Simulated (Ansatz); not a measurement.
# BN: response to strain

BN is deformed so: z strained by -3 % at fixed volume. What stress and forces result, by LAPW, PAW and all-electron datasets made for the crystal?

Method: DFT PBE, scalar-relativistic, in Ansatz 0.2.0.

### Step 1. The structure to begin with

The structure is cubic, space group F-43m (No. 216). The conventional cell has a = 3.615 Å, b = 3.615 Å, c = 3.615 Å, α = 90.00°, β = 90.00°, γ = 90.00°. B (site symmetry -43m) has 4 N at 1.57 Å as nearest neighbours. Around N (site symmetry -43m) lie 4 B at 1.57 Å.

Coordinates:

```cif
data_structure
_symmetry_space_group_name_H-M 'P 1'
_symmetry_Int_Tables_number 1
_cell_length_a 2.5562
_cell_length_b 2.5562
_cell_length_c 2.5562
_cell_angle_alpha 60.000
_cell_angle_beta 60.000
_cell_angle_gamma 60.000
_cell_volume 11.81
loop_
_atom_site_label
_atom_site_type_symbol
_atom_site_fract_x
_atom_site_fract_y
_atom_site_fract_z
_atom_site_occupancy
B1 B 0.00000 0.00000 0.00000 1
N1 N 0.75000 0.75000 0.75000 1
```

Atoms are numbered in the order of the input: B1, N2.

### Step 2. After the deformation

Space group F-43m before, I-4m2 after.

### Step 3. LAPW, all electrons

Contents of input.yaml:

```yaml
crystal:
  lattice:
    - [0.0, 1.8352381934, 1.753275]
    - [1.8352381934, 0.0, 1.753275]
    - [1.8352381934, 1.8352381934, 0.0]
  atoms:
    - { symbol: B, position: [0.0, 0.0, 0.0] }
    - { symbol: "N", position: [0.75, 0.75, 0.75] }
kpoints:
  mp_grid: { grid: [13, 13, 13] }
scf:
  occupations: { method: fermi_dirac, width: 0.03 }
hamiltonian:
  xc: pbe
  pseudopotentials: { kind: all_electron, lapw: { basis_error: 0.001 } }
output:
  forces: true
  stress: true
  eigenvalues: true
```

### Step 4. Frozen-core PAW

Changes to input.yaml since step 3:

```diff
@@ -14,3 +14,3 @@
   xc: pbe
-  pseudopotentials: { kind: all_electron, lapw: { basis_error: 0.001 } }
+  pseudopotentials: { kind: paw }
 output:
@@ -19 +19,2 @@
   eigenvalues: true
+  efg: { contact_densities: true }
```

### Step 5. All-electron PAW on datasets made for the crystal

Changes to input.yaml since step 4:

```diff
@@ -14,3 +14,3 @@
   xc: pbe
-  pseudopotentials: { kind: paw }
+  pseudopotentials: { kind: all_electron, datasets: crystal }
 output:
```

(Steps that only read results are left out.)

**Question.** What will these runs give? Wanted: pressure; largest shear or deviatoric stress.

**Answer**, as computed:

```
                                 quantity                                           value
                                 pressure  LAPW 2.99, PAW 2.99, crystal datasets 2.99 GPa
largest shear or deviatoric stress (LAPW)                                       17.56 GPa
```

The largest part of the stress beyond the pressure is 17.56 GPa in size, in the zz component; the atoms are carried along and not relaxed. No run of the undeformed cell stands beside it, so the pressure holds what the given cell had before the change. PAW: stress within 0.03 GPa of LAPW. Crystal datasets: stress within 0.01 GPa of LAPW.
